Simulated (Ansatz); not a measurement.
# AlN: stress in a strained cell

AlN is deformed so: equal xy, yz and zx engineering shear strains of -3 %. What stress and forces result, by LAPW, PAW and all-electron datasets made for the crystal?

Computed with Ansatz 0.2.0 (DFT PBE, scalar-relativistic, unless a step's input says otherwise).

## (1) The system as given

The structure is hexagonal, space group P6_3mc (No. 186). Conventional cell: a = 3.111 Å, b = 3.111 Å, c = 4.978 Å, α = 90.00°, β = 90.00°, γ = 120.00°. Around Al (site symmetry 3m) lie 4 N at 1.89 to 1.92 Å. N (site symmetry 3m) is surrounded by 4 Al at 1.89 to 1.92 Å.

Structure file:

```
CELL_PARAMETERS angstrom
3.11100 0.00000 0.00000
-1.55550 2.69421 0.00000
0.00000 0.00000 4.97800
ATOMIC_POSITIONS crystal
Al 0.33333 0.66667 0.00000
Al 0.66667 0.33333 0.50000
N 0.33333 0.66667 0.38500
N 0.66667 0.33333 0.88500
```

Atoms are numbered in the order of the input: Al1, Al2, N3, N4.

## (2) After the deformation

Space group P6_3mc before, P1 after.

## (3) Full-potential LAPW

File input.yaml:

```yaml
crystal:
  lattice:
    - [3.1110021516, -0.0466650323, -0.0466650323]
    - [-1.5959141792, 2.7175394106, -0.0170805873]
    - [-0.07467, -0.07467, 4.978]
  atoms:
    - { symbol: Al, position: [0.3333333333, 0.6666666667, 0.0] }
    - { symbol: Al, position: [0.6666666667, 0.3333333333, 0.5] }
    - { symbol: "N", position: [0.3333333333, 0.6666666667, 0.385] }
    - { symbol: "N", position: [0.6666666667, 0.3333333333, 0.885] }
kpoints:
  mp_grid: { grid: [11, 11, 6] }
  band_path:
    path:
      - [0.0, 0.0, 0.0]
      - [0.0, 0.0, 0.5]
      - [-0.5, 0.5, 0.0]
      - [0.0, 0.0, 0.0]
      - [0.0, -0.5, 0.0]
      - [-0.5, 0.0, 0.5]
      - [0.0, 0.0, 0.0]
      - [-0.5, 0.0, 0.0]
      - [0.0, -0.5, 0.5]
    npoints: 5
scf:
  occupations: { method: fermi_dirac, width: 0.02 }
hamiltonian:
  xc: pbe
  pseudopotentials: { kind: all_electron, lapw: { basis_error: 0.001 } }
output:
  forces: true
  stress: true
  eigenvalues: true
```

Launch:

```bash
ansatz run input.yaml --threads 1 --pin off --max-ram 4096MiB --backend cpu --events-out ev --progress --plain --runs-dir out
```

## (4) PAW on the default files

File input.yaml:

```yaml
crystal:
  lattice:
    - [3.1110021516, -0.0466650323, -0.0466650323]
    - [-1.5959141792, 2.7175394106, -0.0170805873]
    - [-0.07467, -0.07467, 4.978]
  atoms:
    - { symbol: Al, position: [0.3333333333, 0.6666666667, 0.0] }
    - { symbol: Al, position: [0.6666666667, 0.3333333333, 0.5] }
    - { symbol: "N", position: [0.3333333333, 0.6666666667, 0.385] }
    - { symbol: "N", position: [0.6666666667, 0.3333333333, 0.885] }
kpoints:
  mp_grid: { grid: [11, 11, 6] }
scf:
  occupations: { method: fermi_dirac, width: 0.02 }
hamiltonian:
  xc: pbe
  pseudopotentials: { kind: paw }
output:
  forces: true
  stress: true
  eigenvalues: true
  efg: { contact_densities: true }
```

## (5) Datasets made for this crystal

input.yaml, as its differences from that of step 4:

```diff
@@ -16,3 +16,3 @@
   xc: pbe
-  pseudopotentials: { kind: paw }
+  pseudopotentials: { kind: all_electron, datasets: crystal }
 output:
```

(Steps that only read results are left out.)

What does the calculation give? Wanted: pressure; largest shear or deviatoric stress.

As calculated:

| quantity | value |
| --- | --- |
| pressure | LAPW 4.24, PAW 4.33, crystal datasets 4.24 GPa |
| largest shear or deviatoric stress (LAPW) | 5.39 GPa |

In words: The largest part of the stress beyond the pressure is 5.39 GPa in size, in the xy component; the atoms are carried along and not relaxed. No run of the undeformed cell stands beside it, so the pressure holds what the given cell had before the change. PAW: stress within 0.10 GPa of LAPW, forces within 1 meV/Å. Crystal datasets: stress within 0.01 GPa of LAPW, forces within 1 meV/Å.
